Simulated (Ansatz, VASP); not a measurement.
## Sb in VASP and in Ansatz

```
Sb
1.0
     0.00000    2.37124    2.37124
     2.37124    0.00000    2.37124
     2.37124    2.37124    0.00000
Sb
1
Direct
  0.00000 0.00000 0.00000
```

This isn't the form of Sb at room conditions, which is rhombohedral.

Alike in both runs: task single point; functional PBE; dispersion D3(BJ); k mesh 6 × 6 × 6; occupations gaussian, width 0.1 eV; no spin polarisation.

|  | VASP | Ansatz |
| --- | --- | --- |
| version | VASP 6.6.1 | Ansatz 0.2.0 |
| potentials or method | VASP PAW PBE potentials, release 64 (Sb) | scalar-relativistic, plane waves, PAW |
| plane-wave cutoff (eV) | 520 | 420 |
| valence electrons in the cell | 5 | 15 |

```tsv
	VASP	Ansatz	Ansatz less VASP
gap on the k mesh at the Fermi level (eV)	none	none	-
pressure (GPa)	-1.4	-1.3	+0.15
```

A gap of «none» marks a metal or a gap that the smearing closes. The two sets of potentials don't hold the same shells in valence.

Caveats: the k mesh is coarse (spacing up to 0.38 Å⁻¹), so the values aren't converged; pairwise dispersion overbinds metals, which lowers pressure and volume. The runs have no spin-orbit coupling, so splittings on Sb are missing.
